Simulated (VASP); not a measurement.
## A VASP 6.6.1 single-point calculation on Li2S

INCAR

```
ISYM = 0
EDIFF = 1E-7
SIGMA = 0.01
NSW = 0
ISMEAR = 0
NELM = 88
NELECT = 12.02
ISIF = 2
METAGGA = R2SCAN
LREAL = .FALSE.
NBANDS = 13
IBRION = -1
LCHARG = .FALSE.
PREC = Accurate
ALGO = VeryFast
ENCUT = 520
LWAVE = .FALSE.
LASPH = .TRUE.
```

KPOINTS

```
KPOINTS created by Atomic Simulation Environment
0
Gamma
4 4 4
0 0 0
```

POSCAR

```
S  Li
 1.0000000000000000
     0.0000000000000000    2.8452942153806053    2.8452942153806053
     2.8452942153806053    0.0000000000000000    2.8452942153806053
     2.8452942153806053    2.8452942153806053    0.0000000000000000
 S   Li
   1   2
Cartesian
 -0.0000000000000000  0.0000000000000000  0.0000000000000000
  1.4226471076903027  1.4226471076903027  1.4226471076903027
  4.2679413230709082  4.2679413230709082  4.2679413230709082
```

The recommended PBE PAW datasets give the neutral cell 12 valence electrons.

Command

```
mpirun -np 1 vasp_std
```

OSZICAR

```
N       E                     dE             d eps       ncg     rms          rms(c)
RMM:   1    -0.904475256818E+02   -0.90448E+02   -0.47322E+03   468   0.713E+02
RMM:   2     0.784360649202E+01    0.98291E+02   -0.48707E+02   468   0.138E+02
RMM:   3    -0.880128345386E+01   -0.16645E+02   -0.12377E+02   468   0.664E+01
RMM:   4    -0.133238794211E+02   -0.45226E+01   -0.34352E+01   468   0.433E+01
RMM:   5    -0.146190053005E+02   -0.12951E+01   -0.11658E+01   468   0.286E+01
RMM:   6    -0.154721327181E+02   -0.85313E+00   -0.74366E+00   468   0.247E+01
RMM:   7    -0.162348191400E+02   -0.76269E+00   -0.65627E+00   468   0.220E+01
RMM:   8    -0.166767209529E+02   -0.44190E+00   -0.87014E+00   468   0.221E+01
RMM:   9    -0.182544190294E+02   -0.15777E+01   -0.14695E+01  1764   0.186E+01
RMM:  10    -0.189168635643E+02   -0.66244E+00   -0.59993E+00  1848   0.116E+01
...
RMM:  23    -0.170631091300E+02   -0.25935E-04   -0.20193E-04  1721   0.744E-02    0.991E-03
RMM:  24    -0.170631239365E+02   -0.14806E-04   -0.11367E-04  1713   0.519E-02    0.975E-03
RMM:  25    -0.170631317606E+02   -0.78241E-05   -0.59646E-05  1615   0.361E-02    0.982E-03
RMM:  26    -0.170631358587E+02   -0.40981E-05   -0.36815E-05  1594   0.280E-02    0.103E-02
RMM:  27    -0.170631370371E+02   -0.11784E-05   -0.16328E-05  1593   0.202E-02    0.774E-03
RMM:  28    -0.170631391467E+02   -0.21096E-05   -0.10588E-05  1506   0.194E-02    0.237E-03
RMM:  29    -0.170631397120E+02   -0.56534E-06   -0.32081E-06  1518   0.123E-02    0.115E-03
RMM:  30    -0.170631401154E+02   -0.40337E-06   -0.31425E-06  1402   0.863E-03    0.119E-03
RMM:  31    -0.170631400799E+02    0.35487E-07    0.51134E-07  1389   0.717E-03
   1 F= -.17063140E+02 E0= -.17063009E+02  d E =-.262652E-03
```

Standard output (part)

```
POSCAR found type information on POSCAR S Li
 POSCAR found :  2 types and       3 ions
 LDA part: xc-table for (None), standard interpolation
 POSCAR, INCAR and KPOINTS ok, starting setup
 WAVECAR not read
 entering main loop
 the old and the new charge density differ
    0.425E+00
WARNING in EDDRMM: call to ZHEGV failed, returncode =   6  3      5
WARNING in EDDRMM: call to ZHEGV failed, returncode =   8  4     12
WARNING in EDDRMM: call to ZHEGV failed, returncode =   8  4      7
```

From OUTCAR

```
k-points           NKPTS =     36   k-points in BZ     NKDIM =     36   number of bands    NBANDS=     13

   NELECT =      12.0200    total number of electrons

   dimension x,y,z NGX =    30 NGY =   30 NGZ =   30
   dimension x,y,z NGXF=    60 NGYF=   60 NGZF=   60

  energy-cutoff  :      520.00
  volume of cell :       46.07
      direct lattice vectors                 reciprocal lattice vectors
     0.000000000  2.845294215  2.845294215    -0.175728751  0.175728751  0.175728751
     2.845294215  0.000000000  2.845294215     0.175728751 -0.175728751  0.175728751
     2.845294215  2.845294215  0.000000000     0.175728751  0.175728751 -0.175728751

 k-points in reciprocal lattice and weights: KPOINTS created by Atomic Simulation Env
   0.00000000  0.00000000  0.00000000       0.016
   0.25000000  0.00000000  0.00000000       0.031
   0.00000000  0.25000000  0.00000000       0.031
   0.00000000  0.00000000  0.25000000       0.031
   0.25000000  0.25000000  0.25000000       0.031
   0.50000000  0.00000000  0.00000000       0.016
   0.00000000  0.50000000  0.00000000       0.016
   0.00000000  0.00000000  0.50000000       0.016
   ...

 E-fermi :   5.0451

 k-point     1 :       0.0000    0.0000    0.0000
  band No.  band energies     occupation
      1     -44.4154      2.00000
      2     -44.3737      2.00000
      3     -10.3064      2.00000
      4       1.1700      2.00000
      5       1.1868      2.00000
      6       1.1869      2.00000
      7       6.2366      0.00000
      8       8.0999      0.00000
      9       8.1015      0.00000
     10       8.1016      0.00000
     11      12.9529      0.00000
     12      12.9529      0.00000
     13      14.6506      0.00000

 k-point     2 :       0.2500    0.0000    0.0000
  band No.  band energies     occupation
      1     -44.4088      2.00000
      2     -44.3794      2.00000
      3     -10.1007      2.00000
      4      -0.4876      2.00000
      5       0.8946      2.00000
      6       0.9093      2.00000
      7       7.3427      0.00000
      8       8.6574      0.00000
      9       8.6606      0.00000
     10       9.3564      0.00000
     11      11.7268      0.00000
     12      11.7296      0.00000
     13      15.2276      0.00000

 k-point     3 :       0.0000    0.2500    0.0000
  band No.  band energies     occupation
      1     -44.4088      2.00000
      2     -44.3794      2.00000
      3     -10.1007      2.00000
      4      -0.4877      2.00000
      5       0.8947      2.00000
      6       0.9093      2.00000
      7       7.3427      0.00000
      8       8.6574      0.00000
      9       8.6606      0.00000
     10       9.3564      0.00000
     11      11.7268      0.00000
     12      11.7297      0.00000
     13      15.2276      0.00000

 k-point     4 :       0.0000    0.0000    0.2500
  band No.  band energies     occupation
      1     -44.4088      2.00000
      2     -44.3794      2.00000
      3     -10.1007      2.00000
      4      -0.4877      2.00000
      5       0.8947      2.00000
      6       0.9093      2.00000
      7       7.3427      0.00000
      8       8.6605      0.00000
      9       8.6679      0.00000
     10       9.3564      0.00000
     11      11.7282      0.00000
     12      11.7546      0.00000
     13      18.8547      0.00000

 ...

  Total        0.1799974      0.1803291      0.1803016     -0.0005280     -0.0004630     -0.0005007
  in kB        6.2598711      6.2714059      6.2704479     -0.0183616     -0.0161017     -0.0174133
  external PRESSURE =       6.2672416 kB  Pullay stress =       0.0000000 kB

 POSITION                                       TOTAL-FORCE (eV/Angst)
 -----------------------------------------------------------------------------------
      0.00000      0.00000      0.00000        -0.000004     -0.000022      0.000005
      1.42265      1.42265      1.42265         0.003322      0.003243      0.003384
      4.26794      4.26794      4.26794        -0.003318     -0.003221     -0.003389
 -----------------------------------------------------------------------------------
    total drift:                                0.000011     -0.000042      0.000079

  FREE ENERGIE OF THE ION-ELECTRON SYSTEM (eV)
  ---------------------------------------------------
  free  energy   TOTEN  =       -17.0631400799 eV

  energy  without entropy=      -17.0628774282  energy(sigma->0) =      -17.06300875
```

It converged. Results: pressure 0.6 GPa.

The cell is charged and sits in a uniform background.

For comparison, a separate r²SCAN run of the intended cell, on usual settings and not on those above, gives a gap of 3.86 eV on its mesh and a pressure of -0.1 GPa.

The run above took about 4.1 min on one core of a shared host (Intel Xeon Platinum 8488C) and held 0.17 GiB at most.
